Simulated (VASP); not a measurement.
The system is CdS.

```
Cd S
1.0
     0.00000    2.75324    2.75324
     2.75324    0.00000    2.75324
     2.75324    2.75324    0.00000
Cd S
1 1
Cartesian
  0.0000 0.0000 0.0000
  2.7532 2.7532 2.7532
```

Measurements of this composition are mostly on another form, of space group No. 186.

* Program: VASP 6.6.1
* Task: relaxation of cell and atoms
* Functional: r2SCAN
* Potentials or basis: VASP PAW PBE potentials, release 64 (Cd, S)
* Cutoff: 600 eV
* k mesh: 12 × 12 × 12
* Occupations: gaussian, width 0.1 eV
* Spin: no spin polarisation

At the start: pressure -1.9 GPa; volume 20.87 Å³/atom.

Problem. Where does the relaxation end?

Solution. Over 3 steps the energy falls by 2.9 meV/atom and the volume is 20.38 Å³/atom (-2.4 %); space group Fm-3m (No. 225, to 0.05 Å).

The path:
```csv
step,energy change (eV),largest force (eV/Å),pressure (GPa),volume (Å³)
1,0.0000,0.0000,-1.86,41.74
2,-0.0045,0.0000,0.97,40.29
3,-0.0059,0.0000,0.01,40.76
```

Final structure:
```
Cd S
1.0
     0.00000    2.73140    2.73140
     2.73140    0.00000    2.73140
     2.73140    2.73140    0.00000
Cd S
1 1
Direct
  0.00000 0.00000 0.00000
  0.50000 0.50000 0.50000
```

Caveat: the PAW data sets were made with another functional, which shifts forces and pressure a little.
